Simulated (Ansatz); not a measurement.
## HgSe

```
Hg Se
1.0
     0.00000    3.13078    3.13078
     3.13078    0.00000    3.13078
     3.13078    3.13078    0.00000
Hg Se
1 1
Direct
  0.00000 0.00000 0.00000
  0.25000 0.25000 0.25000
```

Atom numbers follow the list: Hg1, Se2.

The structure comes from a relaxation in the same program, started in the zincblende type, and has space group F-43m. Whether it is a known phase or the ground state wasn't checked.

No spin–orbit coupling, which matters for the heavy atoms here.

All numbers are computed: DFT, PBE, all-electron LAPW, scalar-relativistic (Ansatz 0.2.0); DFT, PBE, PAW with Ansatz's default frozen-core files, scalar-relativistic (Ansatz 0.2.0).

For LAPW: a Γ-centred 11×11×11 k mesh, Fermi–Dirac smearing of 0.03 eV, basis error target 1 meV/atom, no spin polarisation. PAW takes a cutoff of 420 eV at this cell. The Ansatz runs share mesh, smearing and spin set-up. Values come from LAPW unless marked.

```
Density of states at the Fermi level (0.2 eV bin) : 0.01 states/eV per cell
Pressure at this cell                             : -0.03 GPa
Volume per atom                                   : 207.1 bohr³
```

**Question.** Give the computed value. Band gap.

**Answer.** None at this level of theory (metallic, semimetallic, or a small gap that the functional closes).

**Question.** Bader charges (from the PAW run): what does the calculation give?

**Answer.** Hg1 +0.37, Se2 -0.37 e.

**Question.** Predict this quantity. Löwdin charges (with 0.19 e of the cell spilling out of the atomic basis, so their sizes and signs hang on that basis).

**Answer.** Hg1 1.03, Se2 -0.84 e.
